Q: I have PbS under equal strain along all axes, with three functionals. Before I trust any of them, I want to know whether the change of the gap depends on the functional as badly as the gap itself. One row is still covered. Can we work it out before we look?

Rocksalt PbS under hydrostatic strain, from Ansatz 0.2.0 (plane-wave PAW DFT, no spin polarisation), with k meshes of 6×6×6 for HSE06 and 8×8×8 for PBE and r2SCAN. Strain is the change in length relative to the r2SCAN-relaxed cell (a = 5.974 Å), positive for stretching. Gap changes and energy rises are relative to that cell in the same functional.

```
functional  strain (%)  band gap (eV)  band gap change (eV)  energy rise per atom (meV)
     HSE06          -5          0.096                -0.780                       120.8
     HSE06         1.5          1.046                 0.170                        10.4
       PBE          -5          0.233                -0.202                       146.2
       PBE         1.5          0.578                 0.144                         2.0
    r2SCAN          -5          0.012                -0.680                       127.9
    r2SCAN         1.5              ?                     ?                           ?
```

A: We can try, but start with the chemistry. In rocksalt PbS both edges of the gap lie at the point L of the Brillouin zone. The upper valence level there is mostly sulfur 3p, and the filled lead 6s shell below pushes it up, because the two mix in an antibonding way. The lowest conduction level is mostly lead 6p. What happens to the push when you squeeze the crystal?

Q: The Pb–S bonds get shorter, the overlap grows and the push gets stronger. So the valence level climbs towards the conduction level and the gap narrows. But why doesn't the conduction level climb just as fast?

A: It is pushed as well, by sulfur 3s, but that shell lies much further below it, so the push is weaker. This is the standard account of the lead salts, and PbSe and PbTe behave in the same way. Overlap between the 6p orbitals of neighbouring lead atoms probably holds the conduction level down as well. The calculation shows the outcome, not the orbitals: from the unstrained cell to 5 % compression, HSE06 raises the valence level by 2.9 eV and the conduction level by 2.1 eV. Much of each rise is common to both, and that common part depends on the program's zero of energy, which moves with the volume of the cell. Only the difference of about 0.8 eV has a physical meaning, and it is what reaches the gap.

Q: Then PBE puzzles me. At 5 % compression its gap falls by only 0.202 eV, while r2SCAN loses 0.680 eV and HSE06 0.780 eV. Does PBE feel the squeeze so much less?

A: Look at where PBE starts. Its unstrained gap is 0.233 + 0.202 = 0.435 eV, which is less than the other two functionals lose. What would happen if PBE lost about as much as they do?

Q: The gap would be used up before 5 % is reached. The valence level would run into the conduction level and pass it.

A: And it may pass, because the two levels differ in symmetry at L and so don't repel each other there. Beyond the crossing the distance between them grows again, and a program that only subtracts the lower level from the upper one reports a positive gap. I think this is what the PBE row shows.

Q: Is there evidence for that, or does it merely tidy up the table?

A: There is some, on the stretched side. PBE gains 0.144 eV over 1.5 %, or 0.10 eV for each per cent, so it does feel the strain. If its levels keep their order, it loses only 0.04 eV for each per cent of compression, and the response would fade just as the atoms come closer. If they have swapped, it loses 0.13 eV for each per cent, and the levels rise by 2.8 and 2.1 eV, close to those of HSE06, though that is the same evidence seen level by level. This is an inference from energies; the characters of the orbitals would settle it.

Q: So I should count the PBE gap at that strain as −0.233 eV?

A: Yes, if "gap" means the sulfur-type level subtracted from the lead-type level at L. The change is then −0.233 − 0.435 = −0.668 eV, and PBE falls in line with the others. Don't call this row a semiconductor with a gap of 0.233 eV, though. Without spin-orbit coupling, such a crossing is expected by symmetry to leave a loop of touching points around L, which a mesh of k points can miss.

Q: Now the covered row, r2SCAN stretched by 1.5 %. Could I draw a straight line from the compressed r2SCAN cell through the unstrained one?

A: Test the line on HSE06 first. It loses 0.780 eV over 5 % of compression, or 0.16 eV for each per cent, but gains only 0.170 eV over 1.5 % of stretching, or 0.11 eV for each per cent. The response is stronger on the compressed side. That fits an overlap which grows ever faster as the atoms approach, though the table doesn't isolate this cause.

Q: Then I need the shape of the curve as well as its slope. Could the shape be common to all three functionals, with only its height differing?

A: That is a sensible model. If the shape is set mainly by how the orbitals interact as the bonds change length, it should be shared, since the bond lengths are the same in all three sets. Write the change as a strength A, which belongs to the functional, times a common function f of the strain:

change = A × f(strain)

If you divide the change at +1.5 % by the size of the change at −5 %, A drops out and a common ratio r remains:

r = change at +1.5 % ÷ size of change at −5 %

Q: For HSE06 I get 0.170 ÷ 0.780 = 0.218. For PBE with crossed levels it is 0.144 ÷ 0.668 = 0.216. Those are nearly equal!

A: With the printed PBE change the ratio would have been about 0.7, so the agreement hangs on our reading of that row. It also assumes that the HSE06 levels, still 0.096 eV apart at 5 % compression, have kept their order. Take the mean of the two, 0.217. No r2SCAN row has entered it. Now you need the strength for r2SCAN.

Q: At 5 % compression the r2SCAN gap is 0.012 eV, so the levels have almost met, and I can't tell whether they have just crossed. I'll set that gap to zero. The change is then the whole unstrained gap:

0.012 + 0.680 = 0.692 eV

gap change at +1.5 % = 0.217 × 0.692 = 0.150 eV

gap at +1.5 % = 0.692 + 0.150 = 0.842 eV

A: How far would you trust it?

Q: The unknown sign moves the change by only 0.003 eV. If I instead place r2SCAN between PBE and HSE06 according to its unstrained gap, I get 0.159 eV. So I'd say 0.140 to 0.160 eV for the change, nearer to PBE than to HSE06, and 0.832 to 0.852 eV for the gap.

A: That range is a judgement, since two ratios are too few for statistics. What about the energy rise? At +1.5 % PBE shows 2.0 meV an atom and HSE06 shows 10.4.

Q: Is PBE so much softer?

A: No, it starts from a different place. All cells were relaxed with r2SCAN, and PBE prefers a larger one, so its unstrained cell is under a pressure of 0.94 GPa. Stretching therefore lowers the PBE energy at first. In the energy rise this appears as a term linear in the volume, which comes to about −7 meV an atom at +1.5 %. Without their linear terms, PBE and HSE06 both rise by about 9 meV. The HSE06 stress is flagged as loosely converged, so its own small correction is less certain.

Q: Then the same trick should work. With the linear part removed, the rise at +1.5 % is about 0.073 of the rise at −5 % in both functionals. The r2SCAN cell starts almost free of pressure, so I can use its 128 meV directly:

0.073 × 128 = 9.3 meV an atom

I'd allow 8.8 to 9.8, far above the printed PBE value and a little below HSE06.

A: Good. Uncover the row.

The withheld rows as computed:

```
functional  strain (%)  band gap (eV)  band gap change (eV)  energy rise per atom (meV)
    r2SCAN         1.5          0.844                 0.151                         9.3
```

Q: The gap widens by 0.151 eV, against my 0.150, and the gap is 0.844 eV, against 0.842. The energy rise is 9.3 meV an atom, as forecast, and the gap change does lie nearer to PBE than to HSE06. Does that settle the model?

A: It supports the common shape, in one row. The estimate from the unstrained gaps, 0.159 eV, also lies inside your range, so the test separates the two only weakly. The straight line is clearly out: it would have given 0.3 × 0.692 = 0.208 eV. The ratios and the level shifts behind all this are in the printed output below.

Q: Does the new row tell us anything about the crossing in PBE?

A: It helps a little. For r2SCAN the ratio is now 0.151 ÷ 0.680 = 0.222, close to that of HSE06, and that holds whichever sign its tiny gap has. Had the HSE06 levels crossed, their ratio would be only 0.170 ÷ (0.876 + 0.096) = 0.175, so they have most likely kept their order. Two functionals thus share a ratio that PBE matches only if its levels have crossed. The push from lead 6s remains an argument from theory, because a good ratio can't tell which orbitals are at work.

Q: So what do I answer when someone asks whether the functional matters?

A: For the gap itself it matters a great deal: HSE06 gives twice the PBE value in the unstrained cell. PBE tends to make gaps too small, and leaving out spin-orbit coupling hides part of that error here. For the change at +1.5 % it matters far less, as HSE06 exceeds PBE by 18 %. But check the order of the levels whenever the gap gets small, or a crossing will pass for a weak response.

Q: And could I quote 5 % compression as the point where PbS loses its gap?

A: Not for the real material. Spin-orbit coupling, left out here, would lower the gap of the unstrained cell by some tenths of an eV, so the levels would meet at a smaller compression. The compressed cells are also at about 12 to 13 GPa, and real PbS leaves the rocksalt structure at a few GPa.

Numerical output:

```
Ratio of gap change at +1.5 % to size of change at -5 %, HSE06: 0.2179
Same ratio, PBE with crossed levels: 0.2156
Same ratio, PBE with the printed gap: 0.7129
Same ratio for a straight line in strain: 0.3
Excess of HSE06 over PBE gap change at +1.5 % (percent): 18.06
Rise of valence level at L from 0 to -5 %, HSE06 (eV): 2.905
Rise of conduction level at L from 0 to -5 %, HSE06 (eV): 2.124
Rise of valence level at L, PBE, levels swapped (eV): 2.799
Rise of conduction level at L, PBE, levels swapped (eV): 2.131
Rise of valence level at L, PBE, order kept (eV): 2.566
Rise of conduction level at L, PBE, order kept (eV): 2.364
Forecast gap change, r2SCAN at +1.5 % (eV): 0.15
Forecast gap, r2SCAN at +1.5 % (eV): 0.842
Error bar of both gap forecasts, a judgement (eV): 0.01
Shift of forecast from the open sign of the r2SCAN gap at -5 %, plus or minus (eV): 0.002601
Rival forecast of gap change, interpolated on unstrained gap (eV): 0.1592
Forecast energy rise, r2SCAN at +1.5 % (meV an atom): 9.36
Error bar of energy forecast, a judgement (meV an atom): 0.5
Computed gap change, r2SCAN at +1.5 % (eV): 0.151
Computed gap, r2SCAN at +1.5 % (eV): 0.844
Miss of gap change, forecast less computed (eV): -0.001003
Computed energy rise, r2SCAN at +1.5 % (meV an atom): 9.3
Miss of energy rise, forecast less computed (meV an atom): 0.05999
Signed gap changes and energies without the linear term:
     row  strain_percent  unstrained_gap_eV  signed_change_eV  energy_without_linear_meV
   HSE06              -5              0.876             -0.78                      125.1
   HSE06             1.5              0.876              0.17                       9.02
     PBE              -5              0.435            -0.668                      123.9
     PBE             1.5              0.434             0.144                      9.144
  r2SCAN              -5              0.692             -0.68                        128
  r2SCAN             1.5              0.693             0.151                      9.276
```
